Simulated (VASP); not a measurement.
Input of a VASP 6.6.1 run:

INCAR

```
PREC = Accurate ; ENCUT = 520
EDIFF = 1E-7 ; ISMEAR = 0
SIGMA = 0.1 ; LREAL = F
LASPH = T ; NELM = 80
ALGO = Normal ; ISIF = 2
LWAVE = F ; LCHARG = F
GGA = PE ; NBANDS = 16
```

KPOINTS

```
Automatic mesh
0
Gamma
  4 4 4
```

File POSCAR:

```
AgI
1.0
    0.0000000000      3.2820957782      3.2820957782
    3.2820957782      0.0000000000      3.2820957782
    3.2820957782      3.2820957782      0.0000000000
Ag I
1 1
Direct
    0.0000000000      0.0000000000      0.0000000000
    0.7500000000      0.7500000000      0.7500000000
```

Potentials or basis: VASP PAW PBE potentials, release 64 (Ag, I).

Command:

```console
$ cat potpaw_PBE.64/Ag/POTCAR potpaw_PBE.64/I/POTCAR > POTCAR
$ mpirun -np 1 vasp_std > vasp.out
```

Question: What does it give for the band gap on the k mesh?

Answer: 1.34 eV, direct.

Question: Predict the pressure.

Answer: 0.9 GPa.

Caveat: spin-orbit coupling is left out, which moves the levels of the heavy elements. A hybrid or GW would open this gap; PBE tends to underestimate it.
